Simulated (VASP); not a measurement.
The system is Sc.

```
Sc
1.0
     0.00000    2.26000    2.26000
     2.26000    0.00000    2.26000
     2.26000    2.26000    0.00000
Sc
1
Direct
  0.00000 0.00000 0.00000
```

This isn't the form of Sc at room conditions, which is hcp.

```yaml
Program: VASP 6.6.1
Task: single point
Functional: PBE
Potentials_or_basis: VASP PAW PBE potentials, release 64 (Sc_sv)
Cutoff: 520 eV
k_mesh: 10 × 10 × 10
Occupations: fermi-dirac, width 0.05 eV
Spin: no spin polarisation
```

On this cell: pressure 3.8 GPa; band gap on the k mesh none (metal or under the smearing width).

The same run follows on a disturbed copy (cell strained at random at fixed volume):

```
CELL_PARAMETERS angstrom
-0.01168 2.25030 2.29529
2.24844 -0.02351 2.30712
2.21212 2.22582 0.01281
ATOMIC_POSITIONS crystal
Sc 0.99182 0.00078 0.99550
```

Problem. What does the disturbed cell give?

Solution. The energy (extrapolated to zero smearing) moves by +2.5 meV/atom; pressure 3.8 GPa; band gap on the k mesh none (metal or under the smearing width).

Stress tensor (GPa, compression positive):
```
 4.11  0.90 -0.42
 0.90  3.98 -0.01
-0.42 -0.01  3.45
```
